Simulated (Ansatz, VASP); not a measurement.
## Ge: VASP beside Ansatz

Contents of INCAR:

```
SYSTEM = Ge
PREC = Accurate ; ENCUT = 520
EDIFF = 1E-6 ; ISMEAR = -1
SIGMA = 0.05 ; LREAL = .False.
LASPH = .True. ; NELM = 80
ALGO = Normal ; ISIF = 2
LWAVE = .False. ; LCHARG = .False.
GGA = PE ; NBANDS = 21
```

KPOINTS

```
Automatic mesh
0
Gamma
  8 8 8
  0 0 0
```

Contents of POSCAR:

```
Ge
1.0
    0.0000000000      2.7906767997      2.7906767997
    2.7906767997      0.0000000000      2.7906767997
    2.7906767997      2.7906767997      0.0000000000
Ge
2
Direct
    0.7500000000      0.7500000000      0.7500000000
    0.5000000000      0.5000000000      0.5000000000
```

The input input.yaml:

```yaml
crystal:
  lattice:
    - [0.0, 2.7906767997, 2.7906767997]
    - [2.7906767997, 0.0, 2.7906767997]
    - [2.7906767997, 2.7906767997, 0.0]
  atoms:
    - { symbol: Ge, position: [0.75, 0.75, 0.75] }
    - { symbol: Ge, position: [0.5, 0.5, 0.5] }
kpoints:
  mp_grid: { grid: [8, 8, 8] }
scf:
  occupations: { method: fermi_dirac, width: 0.05 }
hamiltonian:
  xc: pbe
  pseudopotentials: { kind: all_electron, lapw: { basis_error: 0.0005 } }
output:
  forces: true
  stress: true
  eigenvalues: true
```

Change from the starting cell: volume scaled by 0.96.

Alike in both runs: task single point; functional PBE; k mesh 8 × 8 × 8; occupations fermi-dirac, width 0.05 eV; no spin polarisation.

|  | VASP | Ansatz |
| --- | --- | --- |
| version | VASP 6.6.1 | Ansatz 0.2.0 |
| potentials or method | VASP PAW PBE potentials, release 64 (Ge_d) | all-electron LAPW, scalar-relativistic |
| plane-wave cutoff (eV) | 520 | see its input |

Ansatz gave:

| Quantity | Value |
| --- | --- |
| gap on the k mesh at the Fermi level (eV) | 0.31 |
| least direct gap on the mesh (eV) | 0.41 |
| pressure (GPa) | 7.0 |

Task: What did VASP give for the same quantities?

Result: gap on the k mesh at the Fermi level (eV): 0.31; least direct gap on the mesh (eV): 0.41; pressure (GPa): 6.9.

Ansatz ran all-electron here, so the differences hold the error of VASP's frozen core and of both bases.
